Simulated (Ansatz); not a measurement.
# SiNi (Pmmn) in Ansatz: single point with PBE

Aim: the single point of SiNi with PBE.

All numbers are computed with Ansatz 0.2.0; they aren't measurements. Logs are shortened: lines on timing, memory, paths and dates and some standing lists are left out, and cuts for length are marked.

**1. Starting point**

Symmetry: Pmmn, No. 59, orthorhombic system. The conventional cell has a = 2.943 Å, b = 3.280 Å, c = 4.677 Å, α = 90.00°, β = 90.00°, γ = 90.00°. Around Ni (site symmetry mm2) lie 6 Si at 2.34 to 2.37 Å and 4 Ni at 2.65 Å. Si (site symmetry mm2) has 6 Ni at 2.34 to 2.37 Å and 4 Si at 2.65 Å as nearest neighbours.

The cell is a database's computed one.

**2. Single point, PBE, collinear spin, ferromagnetic start**

input.yaml reads:

```yaml
crystal:
  lattice:
    - [2.94277066, 0.0, 0.0]
    - [0.0, 3.28032554, 0.0]
    - [0.0, 0.0, 4.67744676]
  atoms:
    - { symbol: Ni, position: [0.5, 0.5, 0.34249559], spin: 1.0 }
    - { symbol: Ni, position: [0.0, 0.0, 0.65750441], spin: 1.0 }
    - { symbol: Si, position: [0.5, 0.5, 0.84314316] }
    - { symbol: Si, position: [0.0, 0.0, 0.15685684] }
hamiltonian:
  xc: pbe
  pseudopotentials: { kind: paw }
magnetization:
  spin_polarized: true
kpoints:
  mp_grid: { grid: [9, 8, 6] }
scf:
  occupations: { method: fermi_dirac, width: 0.05 }
basis:
  ecutwfc: "800 eV"
output:
  forces: true
  stress: true
  eigenvalues: true
```

Potentials or basis: Ansatz PAW.

Launch:

```bash
> ansatz run input.yaml --threads 2 --pin off --max-ram 5632MiB --backend cpu --events-out ev --progress --plain --runs-dir out
```

The log of the run:

```text
Warning: RAYON_NUM_THREADS=2 ignored (pool sized by the plan → 2); use --threads N
Engine: ansatz 0.2.0, aarch64-unknown-linux-gnu
Pseudopotentials: kind: paw
Pseudopotential: Ni, paw, valence charge 18, recommended cutoff 420 eV (normal), Ni.paw.azcp
Pseudopotential: Si, paw, valence charge 4, recommended cutoff 420 eV (normal), Si.paw.azcp
Functional definition: PBE
  parameter kappa = 0.804
  parameter beta = 0.06672455060314922
  exchange = pbe_x(kappa = kappa, mu = beta*pi^2/3)
  correlation = pbe_c(beta = beta)
Crystal: 4 atoms, lattice volume = 45.153 Å³
Basis set: ecut = 800 eV, 2323 PW (Γ), exchange–correlation on 60×64×90 points (8 copies of the dense FFT grid, shifted against one another)
Bands: 28, of which v1, the nominal top of the filled ones, is band 22 counted from 1 (21 counted from 0)
Symmetry: 8 space group operations
Space group: Pmmn (ITA 59), of the structure as read, at distance tolerance 3.6e-5 Å
Magnetic group: BNS 59.405 (UNI 503), of the structure as read, at distance tolerance 3.6e-5 Å
k-points: 100 of 432
Non-local potential: Ni, projectors of the file, l = 0: 3, l = 1: 2, l = 2: 3, l = 3: 1
Non-local potential: Si, projectors of the file, l = 0: 2, l = 1: 2, l = 2: 2
PAW form: soft (Blöchl's): semilocal exchange-correlation on the pseudo side does not see the compensation charge
PAW one-centre angular grid: Ni, 590 points (default); XC on 64 Gauss nodes
PAW one-centre angular grid: Si, 110 points (default); XC on 64 Gauss nodes
Initial density: superposition of atomic densities (chi_scale 0.1, normalization cell)
Starting moments: Σ|m| = 2 μB on 2 of 4 sites
Initial wavefunctions: pseudopotential atomic-orbital guess
Functional: x = pbe(κ = 0.804, μ = 0.2195149727645171), c = pbe(β = 0.06672455060314922)
SCF iter   1: F=—  HF=-12950.338103 eV  |F-HF|=—  |Δ(HF+E_count)|=         —  Δρ=1.23e-1 (↑1.23e-1 ↓6.39e-2)  dr2=1.58e0  dr2_m=3.33e0  M=0.078 μB ∫|m|=0.255 μB  β_m=0.30  ethr=3.10e-3  ⟨swp⟩=6.2  Hψ=24041  notcnv=0
Mixer restart at iter 1: flushing history
preconditioner: auto → Kerker (q_TF=auto, 2.717 Å⁻¹)  [metal: Δε(μ)=0.016 eV  Ē_g=7.824 eV  σ=0.050 eV  W_gap=0.08  n_scr=16 (ndim 8)  ℏωp=29.2 eV  f_vac=0.000  D(μ)=0.89/eV (n_scr^D=2)]
spin=Collinear: Kerker preconditioning applied to the charge; magnetization (m = ρ↑ − ρ↓) channel mixes plain (no charge-response kernel on spin).
SCF iter   2: F=—  HF=-12949.870114 eV  |F-HF|=—  |Δ(HF+E_count)|=   4.68e-1  Δρ=8.36e-2 (↑5.12e-2 ↓8.36e-2)  dr2=7.31e-1  dr2_m=1.76e0  M=0.070 μB ∫|m|=0.190 μB  β_m=0.48  ethr=3.10e-3  ⟨swp⟩=2.9  Hψ=10645  notcnv=0  defer=158
SCF iter   3: F=—  HF=-12951.776940 eV  |F-HF|=—  |Δ(HF+E_count)|=    1.91e0  Δρ=4.96e-2 (↑2.86e-2 ↓4.96e-2)  dr2=4.87e-1  dr2_m=5.84e-1  M=0.034 μB ∫|m|=0.118 μB  β_m=0.74  ethr=1.66e-3  ⟨swp⟩=3.1  Hψ=9996  notcnv=0  defer=158
SCF iter   4: F=—  HF=-12952.990395 eV  |F-HF|=—  |Δ(HF+E_count)|=    1.21e0  Δρ=2.55e-2 (↑2.23e-2 ↓2.55e-2)  dr2=9.39e-1  dr2_m=1.08e-3  M=0.001 μB ∫|m|=0.021 μB  β_m=0.73  ethr=1.11e-3  ⟨swp⟩=3.0  Hψ=9935  notcnv=0  defer=193
SCF iter   5: F=—  HF=-12952.851557 eV  |F-HF|=—  |Δ(HF+E_count)|=   1.39e-1  Δρ=5.92e-3 (↑5.92e-3 ↓5.37e-3)  dr2=2.64e-2  dr2_m=3.83e-5  M=0.000 μB ∫|m|=0.005 μB  β_m=0.87  ethr=1.11e-3  ⟨swp⟩=3.1  Hψ=9685  notcnv=0  defer=193
SCF iter   6: F=—  HF=-12952.858344 eV  |F-HF|=—  |Δ(HF+E_count)|=   6.79e-3  Δρ=1.21e-3 (↑1.12e-3 ↓1.21e-3)  dr2=3.07e-3  dr2_m=5.25e-6  M=0.000 μB ∫|m|=0.001 μB  β_m=0.85  ethr=5.99e-5  ⟨swp⟩=2.1  Hψ=10419  notcnv=0  defer=190
SCF iter   7: F=—  HF=-12952.857758 eV  |F-HF|=—  |Δ(HF+E_count)|=   5.86e-4  Δρ=3.51e-4 (↑3.51e-4 ↓3.14e-4)  dr2=2.08e-4  dr2_m=3.12e-7  M=0.000 μB ∫|m|=0.000 μB  β_m=0.92  ethr=6.99e-6  ⟨swp⟩=1.2  Hψ=5813  notcnv=0  defer=190
SCF iter   8: F=—  HF=-12952.857749 eV  |F-HF|=—  |Δ(HF+E_count)|=   9.17e-6  Δρ=1.27e-4 (↑1.17e-4 ↓1.27e-4)  dr2=2.47e-5  dr2_m=1.18e-8  M=0.000 μB ∫|m|=0.000 μB  β_m=0.96  ethr=4.72e-7  ⟨swp⟩=2.2  Hψ=8018  notcnv=0  defer=190
SCF iter   9: F=—  HF=-12952.857750 eV  |F-HF|=—  |Δ(HF+E_count)|=   1.03e-6  Δρ=3.95e-5 (↑3.95e-5 ↓3.74e-5)  dr2=2.00e-6  dr2_m=7.51e-10  M=0.000 μB ∫|m|=0.000 μB  β_m=0.98  ethr=5.60e-8  ⟨swp⟩=2.4  Hψ=7679  notcnv=0  defer=190
SCF iter  10: F=—  HF=-12952.857750 eV  |F-HF|=—  |Δ(HF+E_count)|=   1.65e-7  Δρ=6.30e-6 (↑5.56e-6 ↓6.30e-6)  dr2=7.56e-8  dr2_m=7.34e-11  M=0.000 μB ∫|m|=0.000 μB  β_m=0.99  ethr=4.55e-9  ⟨swp⟩=2.0  Hψ=7434  notcnv=0  defer=190
SCF iter  11: F=-12952.857750 eV  HF=-12952.857750 eV  |F-HF|=5.52e-8  |Δ(HF+E_count)|=   1.76e-9  Δρ=6.17e-6 (↑6.02e-6 ↓6.17e-6)  dr2=6.11e-8  dr2_m=2.71e-12  M=0.000 μB ∫|m|=0.000 μB  ethr=1.72e-10  ⟨swp⟩=7.8  Hψ=24043  notcnv=0
SCF 1 converged in 11 iterations: F = -12952.857750 eV  dr2 = 6.11e-8
WARN: the starting moments were not kept: the SCF closed with an absolute magnetisation of 1.3e-6 μB, where they sum to 2 μB in size (2 sites). That is at most 0.1 of that sum. Measured as dr2_m measures the in/out step, that magnetisation stands 1.1e-12 eV from none, at or under the dr2_threshold of 1.0e-7 eV: it is no larger than a step whose dr2_m would equal this threshold. The system may hold no moment; this SCF shows only that its start led to no more than that. To try another start: raise the starting moments (crystal.atoms[].spin, magnetization.per_species, magnetization.initial_magnetization, or on a non-collinear deck that types none of these the spinor_matrix: blocks that start its atoms; where the total moment is fixed, keep their sum and leave initial_magnetization as it is; typed ones take the place of any that the run laid by itself, positive ones on a crystal's lanthanoids without a Hubbard term where scf.initial_density.shell_occupations: [] is typed) or, if the notice of its spin-set hold's release reads "site moments contracting" or "site moments show no strong build", lengthen the hold (scf.mixing.spin_hold: { on: { confirm: 4 } }; for m-r²SCAN on two components see the key's manual first). Each may lead to a state that holds a moment. A second SCF, from the converged charge density, with the starting moments and any scf.initial_density.shell_occupations laid on it anew, would have followed, and was not run: the deck does not ask for one (magnetization.retry_lost_moments is false, the default). To let it run, set magnetization.retry_lost_moments: true and run the deck again, where that key's refused combinations let it; where memory then withholds it, that run's warning says so.
SCF converged after 11 iterations
Magnetization: 0.0000 μB (22.0000 up, 22.0000 down)
Absolute magnetization: 0.0000 μB (∫|ρ↑−ρ↓|, with the PAW one-centre terms)
Spin contamination: 0.0000 ħ² per cell (⟨S²⟩ above its minimum at these occupations)
Per-site moments (μB) at R_I (Å): [(4.1240057375057863e-7, 0.963473942393171), (4.124005736367219e-7, 0.9634739423931709), (-1.0740905460773718e-7, 0.963473942393171), (-1.0740905436548152e-7, 0.9634739423931709)]
Free energy (F): -12952.857750 eV
Harris-Foulkes:  -12952.857750 eV  (|F-HF|=5.52e-8)
Internal energy: -12952.849580 eV  (E = F + TS)
E sigma→0 (E₀):  -12952.853665 eV
Entropy (-TS):   -0.008170 eV (-2.042 meV/atom)
Fermi energy:    16.362239 eV
--- Per-component energies (eV) ---
  E_band       = -590.097379
  E_kinetic    = 659.660533
  E_local      = -8861.446335  (includes V_loc(G=0)·N_el)
  E_nonlocal   = 1322.117971
  E_hartree    = 3835.431682
  E_xc         = -286.021432
  E_vxc        = -320.425879  (∫ρ·V_xc dr)
  E_paw        = -4287.537531  (= ΣΔE_a)
  E_vpaw       = -1060.837137  (= ΣTr[D̂ρ^β])
  E_aug_tail   = 0.000145  (compensation charges beyond the density's cutoff)
  E_ewald      = -5335.054613
  E_smearing   = -0.008170  (= −TS)
  E_closure    = 0.000000  (closes the sum)
  Σ components = -12952.857750   (vs F -12952.857750, Δ=0.00e0)
--- Forces (eV/Å), atoms counted from 1 ---
  atom   1  Ni     0.00000000     0.00000000     0.05442598
  atom   2  Ni     0.00000000     0.00000000    -0.05442598
  atom   3  Si     0.00000000     0.00000000     0.02210730
  atom   4  Si     0.00000000     0.00000000    -0.02210730
  max |Σ_I F_I| component: 6.94e-18 eV/Å
--- Stress (GPa, compression-positive) ---
        6.616380       0.000000       0.000000
        0.000000       7.052148       0.000000
        0.000000       0.000000       6.445417
  P = ⅓ Tr σ = 6.7046 GPa (67.046 kbar)
--- Band table (eV; the first three rows and the last of 200) ---
  k-point 0 ↑: bands = ["-87.6869", "-87.6774", "-48.2146", "-48.1859", "-48.0968", "-48.0582", "-48.0000", "-47.9709", "2.1702", "7.9948", "9.6191", "12.0204", "12.5319", "13.3436", "13.4547", "13.5157", "13.5901", "13.6368", "14.0137", "14.3244", "14.3363", "14.9726", "17.5879", "19.0927", "21.5301", "21.9005", "23.6283", "24.0759"]
  k-point 1 ↑: bands = ["-87.6869", "-87.6774", "-48.2145", "-48.1861", "-48.0967", "-48.0582", "-48.0000", "-47.9709", "2.3186", "7.1608", "10.1257", "12.0813", "12.4791", "13.3552", "13.4655", "13.4795", "13.5208", "13.6249", "13.9221", "14.3124", "14.8940", "15.4209", "17.8881", "19.0027", "20.6368", "21.8437", "22.9332", "23.1908"]
  k-point 2 ↑: bands = ["-87.6869", "-87.6774", "-48.2143", "-48.1865", "-48.0967", "-48.0583", "-47.9999", "-47.9709", "2.6966", "5.9862", "10.6091", "12.2089", "12.3694", "13.3095", "13.3686", "13.3920", "13.4881", "13.6002", "13.7435", "14.2875", "16.4049", "16.6315", "18.6422", "18.8266", "19.1632", "21.5861", "21.6736", "21.7848"]
  k-point 99 ↓: bands = ["-87.6810", "-87.6810", "-48.1989", "-48.1989", "-48.0858", "-48.0858", "-47.9963", "-47.9963", "8.5810", "8.5810", "9.7118", "9.7118", "11.3762", "11.3762", "12.5994", "12.5994", "13.4335", "13.4335", "14.2229", "14.2229", "14.8578", "14.8578", "15.9985", "15.9985", "17.5805", "17.5805", "24.2712", "24.2712"]
```

Run time: 28 s. Hardware: 2 threads of Arm Neoverse V1, shared host; peak memory 0.73 GiB.

What came out:

* Free energy: -12952.8577 eV
* Pressure: 6.7 GPa
* Largest force: 0.054 eV/Å
* Band gap on the k mesh: none (metal or under the smearing width)
* Net moment: 0.00 μB per cell
* Absolute moment: 0.00 μB per cell

Forces on the atoms (eV/Å):
```
Ni   0.000  0.000  0.054
Ni   0.000  0.000 -0.054
Si   0.000  0.000  0.022
Si   0.000  0.000 -0.022
```

Stress tensor (GPa, compression positive):
```
6.62 0.00 0.00
0.00 7.05 0.00
0.00 0.00 6.45
```

Caveat: the starting moments weren't kept.
